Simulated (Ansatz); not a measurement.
The system is Zr.

```
CELL_PARAMETERS angstrom
3.23200 0.00000 0.00000
-1.61600 2.79899 0.00000
0.00000 0.00000 5.14700
ATOMIC_POSITIONS crystal
Zr 0.66667 0.33333 0.75000
Zr 0.33333 0.66667 0.25000
```

```yaml
Program: Ansatz 0.2.0
Task: relaxation of cell and atoms
Functional: BLYP
Dispersion: D3(BJ)
Potentials_or_basis: all-electron LAPW, scalar-relativistic
Basis_error_allowed: 0.001 eV/atom
k_mesh: 9 × 9 × 5
Occupations: fermi-dirac, width 0.05 eV
Spin: no spin polarisation
```

At the start: volume 23.28 Å³/atom.

Problem. Where does the relaxation end?

Solution. Over 6 steps the energy falls by 28.3 meV/atom and the volume is 21.81 Å³/atom (-6.3 %); space group P6_3/mmc (No. 194, to 0.05 Å).

The path:
```tsv
step	energy change (eV)	largest force (eV/Å)	volume (Å³)
1	0.0000	0.0000	46.56
2	-0.0557	0.0000	43.94
3	-0.0566	0.0000	43.61
4	-0.0566	0.0000	43.61
5	-0.0567	0.0000	43.62
6	-0.0567	0.0000	43.62
```

Final structure:
```
CELL_PARAMETERS angstrom
3.14162 0.00000 0.00000
-1.57081 2.72073 0.00000
0.00000 0.00000 5.10341
ATOMIC_POSITIONS crystal
Zr 0.66667 0.33333 0.75000
Zr 0.33333 0.66667 0.25000
```
